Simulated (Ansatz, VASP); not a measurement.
# Cross-check of InAs between VASP and Ansatz

Aim: how closely do two programs agree when they are given the same cell, functional and k mesh? The structure shown is the start of the Ansatz relaxation below; VASP solves that cell, so the two are compared at the walk's first step.

Calculated with Ansatz 0.2.0; plane waves, with VASP 6.6.1 beside it; single point at PBEsol.

## Step 1: The structure

The structure is trigonal, space group R3m (No. 160). The conventional cell has a = 4.175 Å, b = 4.175 Å, c = 10.678 Å, α = 90.00°, β = 90.00°, γ = 120.00°. As has 4 In at 2.58 to 2.63 Å nearest. Nearest to In lie 4 As at 2.58 to 2.63 Å. Farther neighbours are not listed.

## Step 2: Ansatz: relaxation, PBEsol

Ansatz runs on its PAW soft_1 files.

The two programs are compared at the cell with which this relaxation starts, whose forces are those of its first step.

Contents of input.yaml:

```yaml
crystal:
  lattice:
    - [0.0869015352, 3.0391350609, 3.0391350609]
    - [3.0391350609, 0.0869015352, 3.0391350609]
    - [3.0391350609, 3.0391350609, 0.0869015352]
  atoms:
    - { symbol: As, position: [0.751898409, 0.751898409, 0.751898409] }
    - { symbol: In, position: [-0.001898409, -0.001898409, -0.001898409] }
  conventional_axes: [[-1, 1, 0], [0, -1, 1], [1, 1, 1]]
kpoints:
  mp_grid: { grid: [12, 12, 12] }
hamiltonian:
  xc: pbesol
  pseudopotentials: { kind: paw, azcp: { folder: soft_1 }, xc_functional: pbe }
scf:
  occupations: { method: methfessel_paxton, width: 0.2 }
output:
  forces: true
  stress: true
  eigenvalues: true
relax:
  adjacent_minimum: "off"
  f_tol: 0.001
  max_steps: 60
  cell: { stress_tol: 0.01, fix: [a, b, gamma] }
```

On the command line:

```console
$ ansatz run input.yaml --threads 4 --pin off --max-ram 10240MiB --backend cpu --events-out ev --progress --plain --runs-dir out
```

Numbers of over 12 decimals in the logs are rounded to 6 here.

What it wrote:

```text
Engine: ansatz 0.2.0, aarch64-unknown-linux-gnu
Pseudopotentials: kind: paw
Pseudopotential: As, paw, valence charge 15, recommended cutoff 420 eV (normal), soft_1/As.paw.azcp
Pseudopotential: In, paw, valence charge 13, recommended cutoff 420 eV (normal), soft_1/In.paw.azcp
Functional definition: PBEsol
  exchange = pbesol_x
  correlation = pbesol_c
Crystal: 2 atoms, lattice volume = 53.734 Å³
Basis set: ecut = 420 eV, 1031 PW (Γ), exchange–correlation on 60×60×60 points (8 copies of the dense FFT grid, shifted against one another)
Bands: 18, of which v1, the nominal top of the filled ones, is band 14 counted from 1 (13 counted from 0)
Symmetry: 6 space group operations
Space group: R3m (ITA 160), of the structure as read, at distance tolerance 3.8e-5 Å
k-points: 189 of 1728 (time reversal used)
Non-local potential: As, projectors of the file, l = 0: 2, l = 1: 2, l = 2: 3, l = 3: 1
Non-local potential: In, projectors of the file, l = 0: 2, l = 1: 2, l = 2: 2, l = 3: 1
PAW form: soft (Blöchl's): semilocal exchange-correlation on the pseudo side does not see the compensation charge
PAW frozen core: As, regenerated for the run's functional, and the local potential with it (the file was generated under x = pbe(κ = 0.804, μ = 0.219515), c = pbe(β = 0.066725))
PAW frozen core: In, regenerated for the run's functional, and the local potential with it (the file was generated under x = pbe(κ = 0.804, μ = 0.219515), c = pbe(β = 0.066725))
PAW one-centre angular grid: As, 590 points (default); XC on 64 Gauss nodes
PAW one-centre angular grid: In, 590 points (default); XC on 64 Gauss nodes
Initial density: superposition of atomic densities (chi_scale 0.1, normalization cell, long waves kept (reshape's long-wave potential 0.00 eV rms))
Initial wavefunctions: pseudopotential atomic-orbital guess
Functional: x = pbesol(κ = 0.804, μ = 0.123457), c = pbesol(β = 0.046)
SCF iter   1: F=—  HF=-10338.953075 eV  |F-HF|=—  |Δ(HF+E_count)|=         —  Δρ=2.97e-2  dr2=3.84e-1  ethr=3.10e-3  ⟨swp⟩=5.3  Hψ=17403  notcnv=0
preconditioner: auto → none  [insulator: Δε(μ)=0.811 eV  Ē_g=14.800 eV  σ=0.200 eV  W_gap=0.60  n_scr=14 (ndim 8)  ℏωp=21.5 eV  f_vac=0.003  D(μ)=0.04/eV (n_scr^D=0)  ε∞_Penn≈3.1]
SCF iter   2: F=—  HF=-10338.869102 eV  |F-HF|=—  |Δ(HF+E_count)|=   8.40e-2  S|Δr|=    0.00e0  Δρ=1.34e-2  dr2=6.76e-2  ethr=1.37e-3  ⟨swp⟩=2.0  Hψ=5630  notcnv=0
SCF iter   3: F=—  HF=-10338.858100 eV  |F-HF|=—  |Δ(HF+E_count)|=   1.10e-2  S|Δr|=    0.00e0  Δρ=2.14e-3  dr2=5.27e-3  ethr=2.41e-4  ⟨swp⟩=3.0  Hψ=6000  notcnv=0
SCF iter   4: F=—  HF=-10338.856131 eV  |F-HF|=—  |Δ(HF+E_count)|=   1.97e-3  S|Δr|=    0.00e0  Δρ=6.42e-4  dr2=1.13e-4  ethr=1.88e-5  ⟨swp⟩=2.0  Hψ=6049  notcnv=0
SCF iter   5: F=—  HF=-10338.856155 eV  |F-HF|=—  |Δ(HF+E_count)|=   2.46e-5  S|Δr|=    0.00e0  Δρ=2.01e-4  dr2=8.05e-6  ethr=4.03e-7  ⟨swp⟩=3.0  Hψ=6052  notcnv=0
SCF iter   6: F=—  HF=-10338.856161 eV  |F-HF|=—  |Δ(HF+E_count)|=   5.39e-6  S|Δr|=    0.00e0  Δρ=3.90e-5  dr2=9.61e-7  ethr=2.88e-8  ⟨swp⟩=2.1  Hψ=4995  notcnv=0
SCF iter   7: F=-10338.856160 eV  HF=-10338.856160 eV  |F-HF|=2.42e-10  |Δ(HF+E_count)|=   3.57e-7  S|Δr|=    0.00e0  Δρ=5.35e-6  dr2=9.47e-9  ethr=3.57e-10  ⟨swp⟩=4.0  Hψ=17774  notcnv=0
SCF 1 converged in 7 iterations: F = -10338.856160 eV  dr2 = 9.47e-9
  greatest PAW one-centre occupation: 0.999 electrons in one spin orbital (limit 2), on the As atom at site 0 (counted from 0), in its partial waves of l = 2
relax step   1: F+E_penalty+E_count = -10338.85616037 eV  Δ(F+E_penalty+E_count) = +0.000e0 eV  max|allowed force component| = 6.665e-2 eV/Å  Δτ_max = 0.0000 Å  P = +3.030 GPa  Ω = 53.734 Å³  fix = [a, b, gamma]  reactions: a +4.325, b +4.325 GPa  (7 SCF iters, dr2 threshold 1.00e-7 eV, accepted)
[...]
relax step   2: F+E_penalty+E_count = -10338.85763189 eV  Δ(F+E_penalty+E_count) = -1.472e-3 eV  max|allowed force component| = 2.629e-2 eV/Å  Δτ_max = 0.0143 Å  P = +2.389 GPa  Ω = 54.178 Å³  energy of the carried Pulay correction = -6.132e-5 eV  fix = [a, b, gamma]  reactions: a +3.618, b +3.618 GPa  (5 SCF iters, dr2 threshold 2.00e-7 eV, accepted)
[...]
relax step   3: F+E_penalty+E_count = -10338.85783192 eV  Δ(F+E_penalty+E_count) = -2.000e-4 eV  max|allowed force component| = 4.805e-4 eV/Å  Δτ_max = 0.0037 Å  P = +2.527 GPa  Ω = 54.084 Å³  energy of the carried Pulay correction = -4.842e-5 eV  fix = [a, b, gamma]  reactions: a +3.789, b +3.789 GPa  (4 SCF iters, dr2 threshold 4.32e-8 eV, accepted)
[...]
relax step   4: F+E_penalty+E_count = -10338.85788195 eV  Δ(F+E_penalty+E_count) = -5.003e-5 eV  max|allowed force component| = 4.508e-4 eV/Å  Δτ_max = 0.0000 Å  P = +2.528 GPa  Ω = 54.084 Å³  fix = [a, b, gamma]  reactions: a +3.789, b +3.789 GPa  stress off target by 4.10e-3 GPa on what of the cell is left free  SCF on the basis re-selected at this cell (its energy is not comparable with the rows above)  (6 SCF iters)
basis re-selected at this cell: Δ(F+E_penalty+E_count) = -5.003e-5 eV, ΔP = +0.000 GPa vs the last step (what re-selecting the basis moved, of the pressure what is left beyond the Pulay correction that the steps carried, after the strain that the cell walked since its last selection, with what the two solves' SCF thresholds leave and, on support functions, any second-order correction that the steps lacked; it is no m [...]
SCF converged after 6 iterations
Stability not checked: this state was not tested for a lower state beside it, because cold or Methfessel-Paxton smearing, or corrected tetrahedra, fill the levels in a way that the test cannot read (fill_not_monotonic; see scf.lower_state_search)
Free energy (F): -10338.857882 eV
Harris-Foulkes:  -10338.857882 eV  (|F-HF|=7.28e-12)
Internal energy: -10338.858119 eV  (E = F + TS)
E sigma→0 (E₀):  -10338.857941 eV
Entropy (-TS):   0.000237 eV (0.118 meV/atom)
Fermi energy:    7.988318 eV
Step filling:    the computed levels leave a gap of 0.0000 eV = 0.0 smearing widths at the electron count; against every level under it full and every level over it empty, smearing changes F+E_penalty+E_count by +0.077 meV and its σ→0 estimate by +0.018 meV
--- Per-component energies (eV) ---
  E_band       = -313.581637
  E_kinetic    = 317.910924
  E_local      = -3448.032355  (includes V_loc(G=0)·N_el)
  E_nonlocal   = -63.415476
  E_hartree    = 1717.518654
  E_xc         = -211.968128
  E_vxc        = -163.784287  (∫ρ·V_xc dr)
  E_paw        = -6109.616964  (= ΣΔE_a)
  E_vpaw       = -391.297884  (= ΣTr[D̂ρ^β])
  E_aug_tail   = 0.000132  (compensation charges beyond the density's cutoff)
  E_ewald      = -2542.457240
  E_core_change = 1.202334  (= ΣΔE_core)
  E_smearing   = 0.000237  (= −TS)
  E_closure    = -0.000000  (closes the sum)
  Σ components = -10338.857882   (vs F -10338.857882, Δ=0.00e0)
--- Forces (eV/Å), atoms counted from 1 ---
  atom   1  As     0.00045080     0.00045080     0.00045080
  atom   2  In    -0.00045078    -0.00045078    -0.00045078
  max |Σ_I F_I| component: 1.82e-8 eV/Å
--- Stress (GPa, compression-positive) ---
        2.527566      -1.261735      -1.261735
       -1.261735       2.527566      -1.261735
       -1.261735      -1.261735       2.527566
  P = ⅓ Tr σ = 2.5276 GPa (25.276 kbar)
--- Band table (eV; the first three rows and the last of 189) ---
  k-point 0: bands = [... 10 lower, -4.2023, 7.4929, 7.6640, 7.9603, 7.9603, 11.4524, 11.8861, 11.8861]
  k-point 1: bands = [... 10 lower, -4.1236, 6.5891, 7.5279, 7.8585, 8.6147, 11.6415, 11.8583, 12.0189]
  k-point 2: bands = [... 10 lower, -3.8967, 5.3574, 7.2899, 7.6123, 8.9746, 11.9089, 12.2860, 12.3039]
  k-point 188: bands = [... 10 lower, -2.8062, 1.7768, 7.0171, 7.0171, 9.1816, 12.7235, 12.7235, 14.6742]
--- Relaxed structure (3 steps of the walk, 3 accepted, 1 SCFs on fresh bases) ---
  F+E_penalty+E_count = -10338.85788195 eV   max|allowed force component| = 4.508e-4 eV/Å   (the final SCF, on the basis selected at the relaxed cell)
  cell:  # Å, volume = 54.0844 Å³
    - [0.100316, 3.052549, 3.052549]
    - [3.052549, 0.100316, 3.052549]
    - [3.052549, 3.052549, 0.100316]
  atoms:
    - { symbol: As, position: [0.752887, 0.752887, 0.752887] }
    - { symbol: In, position: [-0.00288675, -0.00288675, -0.00288675] }
```

In the SCF lines HF is the Harris–Foulkes energy and dr2 the Hartree energy of the density residual, in eV; the loop may stop once dr2 is under the threshold and the program's other checks hold. Hψ counts applications of the Hamiltonian.

## Step 3: VASP: single point, PBEsol, start cell, pair 1

The same cell, functional, mesh and smearing now go to VASP, with its own data sets.

Lines of VASP's logs that name or quote its potential files are left out, and so is its time.

Contents of INCAR:

```
SYSTEM = InAs
PREC = Accurate
ENCUT = 400
EDIFF = 1E-06
NELM = 120
ISMEAR = 1
SIGMA = 0.2
LREAL = .FALSE.
ALGO = Normal
GGA = PS
NBANDS = 15
LORBIT = 11
LWAVE = .FALSE.
LCHARG = .FALSE.
ISIF = 2
LASPH = .TRUE.
GGA_COMPAT = .FALSE.
KPAR = 2
```

Contents of POSCAR:

```
InAs
1.0
    0.0869020000      3.0391350000      3.0391350000
    3.0391350000      0.0869020000      3.0391350000
    3.0391350000      3.0391350000      0.0869020000
As In
1 1
Direct
    0.7518984061      0.7518984061      0.7518984061
    0.9981015939      0.9981015939      0.9981015939
```

Contents of KPOINTS:

```
Automatic mesh
0
Gamma
12 12 12
0 0 0
```

Potentials, in the order of the species: As and In_d (PBE family, release 64).

On the command line:

```console
$ mpirun -np 2 vasp_std
```

What it wrote:

```text
[banner, memory and clock lines left out]
running    2 mpi-ranks, on    1 nodes
 distrk:  each k-point on    1 cores,    2 groups
 distr:  one band on    1 cores,    1 groups

 POSCAR found type information on POSCAR AsIn
 POSCAR found :  2 types and       2 ions
|                                                                             |
|               ----> ADVICE to this user running VASP <----                  |
|                                                                             |
|     You enforced a specific xc type in the INCAR file but a different       |
|     [... a line on the potential file left out ...]
|     I HOPE YOU KNOW WHAT YOU ARE DOING!                                     |
|                                                                             |

 LDA part: xc-table for (Slater+PW92), standard interpolation
 POSCAR, INCAR and KPOINTS ok, starting setup
 FFT: planning ... GRIDC
 FFT: planning ... GRID_SOFT
 FFT: planning ... GRID
 WAVECAR not read
 entering main loop
       N       E                     dE             d eps       ncg     rms          rms(c)
DAV:   1     0.103781296724E+03    0.10378E+03   -0.72413E+03  5700   0.108E+03
DAV:   2    -0.188636933283E+01   -0.10567E+03   -0.10191E+03  6167   0.275E+02
DAV:   3    -0.859087783545E+01   -0.67045E+01   -0.66751E+01  7322   0.737E+01
DAV:   4    -0.875162951983E+01   -0.16075E+00   -0.16071E+00  7116   0.128E+01
DAV:   5    -0.875845453163E+01   -0.68250E-02   -0.68249E-02  8284   0.219E+00    0.468E+00
DAV:   6    -0.848417827285E+01    0.27428E+00   -0.40647E-01  8922   0.125E+01    0.257E+00
DAV:   7    -0.844903325435E+01    0.35145E-01   -0.12071E-01  7932   0.371E+00    0.702E-01
DAV:   8    -0.844741600682E+01    0.16172E-02   -0.14265E-02  7302   0.145E+00    0.224E-01
DAV:   9    -0.844760932626E+01   -0.19332E-03   -0.90877E-04  7002   0.267E-01    0.124E-01
DAV:  10    -0.844768377804E+01   -0.74452E-04   -0.15249E-04  8347   0.204E-01    0.696E-02
DAV:  11    -0.844770324811E+01   -0.19470E-04   -0.57764E-05  6805   0.123E-01    0.448E-02
DAV:  12    -0.844770215262E+01    0.10955E-05   -0.66618E-06  6985   0.353E-02    0.559E-03
DAV:  13    -0.844770223505E+01   -0.82439E-07   -0.13882E-06  6152   0.662E-03
   1 F= -.84477022E+01 E0= -.84477965E+01  d E =0.282878E-03
```

Parts of OUTCAR (step 3):

```text
ion  position               nearest neighbor table
   1  0.752  0.752  0.752-   2 2.58   2 2.58   2 2.58   2 2.63
   2  0.998  0.998  0.998-   1 2.58   1 2.58   1 2.58   1 2.63

  LATTYP: Found a trigonal (rhomboedric) cell.
 ALAT       =     4.2988643912
 COS(alpha) =     0.5283783101

 Subroutine GETGRP returns: Found  6 space group operations
 (whereof  6 operations were pure point group operations)

The static configuration has the point symmetry C_3v.

 Found    189 irreducible k-points:

   k-points           NKPTS =    189   k-points in BZ     NKDIM =    189   number of bands    NBANDS=     15

   dimension x,y,z NGX =    28 NGY =   28 NGZ =   28
   dimension x,y,z NGXF=    56 NGYF=   56 NGZF=   56

   ENCUT  =  400.0 eV  29.40 Ry    5.42 a.u.   7.01  7.01  7.01*2*pi/ulx,y,z

   NELECT =      18.0000    total number of electrons

 k-points in reciprocal lattice and weights: Automatic mesh
   0.00000000  0.00000000  0.00000000       0.001
   0.08333333  0.00000000  0.00000000       0.003
   0.16666667  0.00000000 -0.00000000       0.003
   0.25000000  0.00000000  0.00000000       0.003
   0.33333333 -0.00000000 -0.00000000       0.003
   0.41666667  0.00000000 -0.00000000       0.003
   0.50000000  0.00000000  0.00000000       0.002
   0.08333333  0.08333333  0.00000000       0.003
   0.16666667  0.08333333 -0.00000000       0.007
[...]
-0.41666667  0.50000000  0.41666667       0.003
   0.50000000  0.50000000  0.50000000       0.001

 average (electrostatic) potential at core
       1 -49.2360       2 -96.1813

 E-fermi :   4.7866

 k-point     1 :       0.0000    0.0000    0.0000
  band No.  band energies     occupation
    ...
      6      -7.4123      2.00000
      7       4.3962      2.01863
      8       4.5555      2.06930
      9       4.7634      1.19486
     10       4.7634      1.19486
     11       8.2762     -0.00000
     12       8.6970     -0.00000
     13       8.6970     -0.00000
     14      12.1154      0.00000
     15      14.4150      0.00000

 k-point     2 :       0.0833    0.0000    0.0000
  band No.  band energies     occupation
    ...
      5      -9.5905      2.00000
      6      -7.3328      2.00000
      7       3.4325      2.00000
      8       4.4106      2.02311
      9       4.6596      1.87032
     10       5.4828     -0.00001
     11       8.4659     -0.00000
     12       8.6743     -0.00000
     13       8.8357      0.00000
     14      12.5856      0.00000
    ...

 k-point     3 :       0.1667    0.0000   -0.0000
  band No.  band energies     occupation
    ...
      5      -9.5898      2.00000
      6      -7.1033      2.00000
      7       2.1755      2.00000
      8       4.1710      2.00012
      9       4.4091      2.02260
     10       5.8516     -0.00000
     11       8.7613     -0.00000
     12       9.0894      0.00000
     13       9.1372      0.00000
     14      12.9982      0.00000
    ...

  Total        1.0406063      1.0406063      1.0406063     -0.4367102     -0.4367102     -0.4367102
  in kB       31.0277715     31.0277715     31.0277715    -13.0213922    -13.0213922    -13.0213922
  external PRESSURE =      31.0277715 kB  Pullay stress =       0.0000000 kB

  energy-cutoff  :      400.00
  volume of cell :       53.73
      direct lattice vectors                 reciprocal lattice vectors
     0.086902000  3.039135000  3.039135000    -0.171750609  0.166976043  0.166976043
     3.039135000  0.086902000  3.039135000     0.166976043 -0.171750609  0.166976043
     3.039135000  3.039135000  0.086902000     0.166976043  0.166976043 -0.171750609

 POSITION                                       TOTAL-FORCE (eV/Angst)
 -----------------------------------------------------------------------------------
      4.63558      4.63558      4.63558         0.067484      0.067484      0.067484
      6.15347      6.15347      6.15347        -0.067484     -0.067484     -0.067484
 -----------------------------------------------------------------------------------
    total drift:                               -0.000161     -0.000161     -0.000161

  FREE ENERGIE OF THE ION-ELECTRON SYSTEM (eV)
  ---------------------------------------------------
  free  energy   TOTEN  =        -8.4477022351 eV

  energy  without entropy=       -8.4479851128  energy(sigma->0) =       -8.44779653

 total charge
# of ion       s       p       d       tot
------------------------------------------
    1        1.221   1.581   0.024   2.826
    2        0.850   0.765   9.893  11.509
--------------------------------------------------
tot          2.072   2.346   9.917  14.335

[... 3 further parts left out ...]
```

The run ends at a pressure of 3.10 GPa, with forces up to 0.12 eV/Å.

## Step 4: Differences

Known differences besides the potentials themselves: the data sets hold 28 valence electrons in Ansatz (on its PAW soft_1 files) and 18 in VASP; the cutoff is 420 eV in Ansatz and 400 eV in VASP; Ansatz makes its cores anew for this functional, VASP keeps those of its PBE data sets. Total energies have different zeros and are not compared.

Forces (eV/Å; atoms numbered as in POSCAR):

```csv
atom,"Ansatz x, y, z","VASP x, y, z"
As1,"0.067, 0.067, 0.067","0.067, 0.067, 0.067"
In2,"-0.067, -0.067, -0.067","-0.067, -0.067, -0.067"
```

The forces differ by 0.8 meV/Å r.m.s., which is 1.2 % of the r.m.s. force of 0.067 eV/Å (both taken over all components).

## Step 5: Further runs

Further runs change the set-up of one program: Ansatz's method, potentials or start, or VASP's data sets, cutoff or form of LDA. The table gives that difference for each run.

```csv
run,r.m.s. force difference (meV/Å)
as above,0.83
VASP with a cutoff of 500 eV (perhaps on Ansatz's relaxed cell),0.62
```

## Step 6: Ansatz: relaxation, PBEsol

The two programs are compared at the cell with which this relaxation starts, whose forces are those of its first step. The cell compared in this pair holds 54.50 Å³, against 53.73 Å³ for the pair before.

The structure compared here is the start of the Ansatz relaxation; VASP solves that cell, so the two are compared at the walk's first step.

input.yaml, the sections that differ from step 2:

```yaml
crystal:
  lattice:
    - [0.0535124957, 3.0361814186, 3.0361814186]
    - [3.0361814186, 0.0535124957, 3.0361814186]
    - [3.0361814186, 3.0361814186, 0.0535124957]
  atoms:
    - { symbol: As, position: [0.7509403575, 0.7509403575, 0.7509403575] }
    - { symbol: In, position: [-0.0009403575, -0.0009403575, -0.0009403575] }
  conventional_axes: [[-1, 1, 0], [0, -1, 1], [1, 1, 1]]
# kpoints, hamiltonian, scf, output, relax: as in step 2
```

On the command line:

```console
$ ansatz run input.yaml --threads 4 --pin off --max-ram 10240MiB --backend cpu --events-out ev --progress --plain --runs-dir out
```

What it wrote:

```text
[...]
Crystal: 2 atoms, lattice volume = 54.498 Å³
Basis set: ecut = 420 eV, 1055 PW (Γ), exchange–correlation on 60×60×60 points (8 copies of the dense FFT grid, shifted against one another)
Bands: 18, of which v1, the nominal top of the filled ones, is band 14 counted from 1 (13 counted from 0)
Symmetry: 6 space group operations
[...]
k-points: 189 of 1728 (time reversal used)
[...]
k-point 188: bands = [... 10 lower, -2.8956, 1.7095, 6.7722, 6.7722, 8.8125, 12.4400, 12.4400, 14.4420]
--- Relaxed structure (3 steps of the walk, 3 accepted, 1 SCFs on fresh bases) ---
[...]
cell:  # Å, volume = 54.8473 Å³
    - [0.066611, 3.049280, 3.049280]
    - [3.049280, 0.066611, 3.049280]
    - [3.049280, 3.049280, 0.066611]
  atoms:
    - { symbol: As, position: [0.751898, 0.751898, 0.751898] }
    - { symbol: In, position: [-0.00189841, -0.00189841, -0.00189841] }
[key lines of the parts left out:]
SCF converged after 6 iterations
Free energy (F): -10338.879586 eV
Fermi energy:    7.744233 eV
P = ⅓ Tr σ = 1.6385 GPa (16.385 kbar)
```

(Part 1 of 2 ends here.)

[Lines on the potential files, build, host, timing and source positions are cut from VASP's logs without a mark.]

[Logs are printed without paths, hosts, clocks, repeated set-up lines and the standing remarks that a program may print on its own settings, such as how far it seeks lower states.]

[Hosts, paths, dates, database ids (printed as entryN), source tags and the programs' standing remarks are cut or masked in the printed files.]

[Rows of further runs with another cutoff or data set may stand on the cell that Ansatz relaxed, not on the start cell of the pair above them.]
